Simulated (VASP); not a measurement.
Write the native input for VASP 6.6.1 that does the following.

| Item | Value |
| --- | --- |
| Task | relaxation of cell and atoms |
| Functional | PBE |
| Dispersion | D3(BJ) |
| Potentials or basis | VASP PAW PBE potentials, release 64 (Ti_sv, Te) |
| Cutoff | 600 eV |
| k mesh | 12 × 12 × 6 |
| Occupations | methfessel-paxton, width 0.1 eV |
| Spin | no spin polarisation |
| Further INCAR settings | ALGO = Normal; EDIFF = 1e-06; IBRION = 2; EDIFFG = -0.01; NSW = 90; ISIF = 3 |

The structure of TiTe2 lies in POSCAR:

```
TiTe2
1.0
    3.7770000000      0.0000000000      0.0000000000
   -1.8885000000      3.2709779501      0.0000000000
    0.0000000000      0.0000000000      6.4980000000
Ti Te
1 2
Direct
    0.0000000000      0.0000000000      0.0000000000
    0.6666666667      0.3333333333      0.2628000000
    0.3333333333      0.6666666667      0.7372000000
```

The input as run:

INCAR

```
  PREC = Accurate
  ENCUT = 600
  EDIFF = 1E-6
  ISMEAR = 1
  SIGMA = 0.1
  LREAL = F
  LASPH = T
  NELM = 80
  ALGO = Normal
  ISIF = 3
  LWAVE = F
  LCHARG = F
  GGA = PE
  IVDW = 12
  IBRION = 2
  NSW = 90
  EDIFFG = -0.01
  KPAR = 2
```

KPOINTS

```
Automatic mesh
0
Gamma
  12 12 6
```

Potentials or basis: VASP PAW PBE potentials, release 64 (Ti_sv, Te).

Run with:

```sh
$ cat potpaw_PBE.64/Ti_sv/POTCAR potpaw_PBE.64/Te/POTCAR > POTCAR
$ mpirun -np 2 vasp_std > vasp.out
```

Results of the run:

- Relaxed volume: 25.14 Å³/atom
- Relaxed cell: a = 3.698 Å, b = 3.698 Å, c = 6.367 Å, α = 90.00°, β = 90.00°, γ = 120.00°
- Space group after relaxing (to 0.05 Å): P-3m1 (No. 164)
- Energy gained by relaxing: 12.1 meV/atom
- Ionic steps: 9
- Pressure after relaxing: 0.0 GPa
- Largest force after relaxing: 0.005 eV/Å
- Band gap on the k mesh: none (metal or under the smearing width)
- Dispersion energy per atom: -0.523 eV

Wall time 4 min on 2 MPI ranks on Intel(R) Xeon(R) 6975P-C (Granite Rapids), with other jobs on the host, peak memory 0.35 GiB a rank.
